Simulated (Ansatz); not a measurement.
**Polymorphs of NbC₄**

Level of theory: Ansatz, DFT PBE, scalar-relativistic, plane waves, PAW. All cells share a 420 eV cutoff and Γ-centred k meshes spaced at most about 0.3 Å⁻¹ (about 0.25 or finer for metals, 2π included). No spin polarisation.

The zero of energy is the elements' standard structures at the same level; no fitted shifts are applied.

All energies are static (0 K, no zero-point motion). Larger cells and other orderings weren't all tried, so the list isn't exhaustive. The reference form of C is held partly by dispersion forces, which this level lacks.

Invented guesses were relaxed alike, and ends that match in structure were merged. ΔE counts from the first row. Coordination counts C atoms around Nb (those within 1.25 times the shortest such distance or 1.15 times the sum of covalent radii, 1.27 where that leaves under three). The ends were matched against large subsets of the Crystallography Open Database and the Materials Project, so a missing match doesn't prove that a structure is unreported.

```csv
#,reached from,type and space group,atoms,Å³/atom,coordination,ΔE (meV/atom),gap on mesh (eV),in databases
1,"HoAu4 type (I4/m), changed on relaxing",I4/mmm (No. 139),5,10.2,Nb 12,0,0.00,no match
2,random cell,P6/mmm (No. 191),5,13.7,Nb 2,591,0.00,no match
3,SnI4 type (P-43m),P-43m (No. 215),5,9.4,Nb 4,775,0.00,no match
4,random cell,Im-3m (No. 229),5,12.0,Nb 8,1851,0.00,no match
5,random cell,Pm-3m (No. 221),5,14.5,Nb 6,2650,0.00,no match
6,random cell,Fd-3m (No. 227),10,18.0,Nb 4,3118,0.00,no match
```

The lowest: Space group I4/mmm (No. 139), tetragonal, a = 6.272 Å, c = 2.601 Å. Nb has 12 C at 2.35–2.48 Å and 2 Nb at 2.60 Å; C is surrounded by 2 C at 1.40 Å and 3 Nb at 2.35–2.48 Å. Its energy over the elements is +0.75 eV/atom. It can't be a ground state, since the elements alone are lower. An observed structure of this formula, if there is one, may be missing.

```
Nb C
1.0
    -3.13625    3.13625    1.30042
     3.13625   -3.13625    1.30042
     3.13625    3.13625   -1.30042
Nb C
1 4
Direct
  0.00000 0.00000 0.00000
  0.72058 0.72058 0.44117
  0.27942 0.27942 0.55883
  0.72058 0.27942 0.00000
  0.27942 0.72058 0.00000
```

The second: Space group P6/mmm (No. 191), hexagonal, a = 3.128 Å, c = 8.062 Å. Around Nb lie 2 C at 2.10 Å; C on its first site is surrounded by 2 C at 1.28–1.30 Å; around C on its second site lie 1 C at 1.28 Å and 1 Nb at 2.10 Å. Counting C atoms around Nb, the first has Nb 12 and the second has Nb 2. The first holds C–C chains (shortest 1.40 Å); the second holds C–C units of three or more atoms (shortest 1.28 Å). Cells relaxed within their symmetry can be saddle points.

Space group P6/mmm (No. 191). a = 3.128 Å, b = 3.128 Å, c = 8.062 Å, α = 90.00°, β = 90.00°, γ = 120.00°
```json
{"atom": "Nb", "site": "1b", "symmetry": "6/mmm", "x": "0.0000", "y": "0.0000", "z": "0.5000"}
{"atom": "C", "site": "2e", "symmetry": "6mm", "x": "0.0000", "y": "0.0000", "z": "0.0807"}
{"atom": "C", "site": "2e", "symmetry": "6mm", "x": "0.0000", "y": "0.0000", "z": "0.2398"}
```

Some types were kept out of the candidates beforehand, so the set may lack a known form.
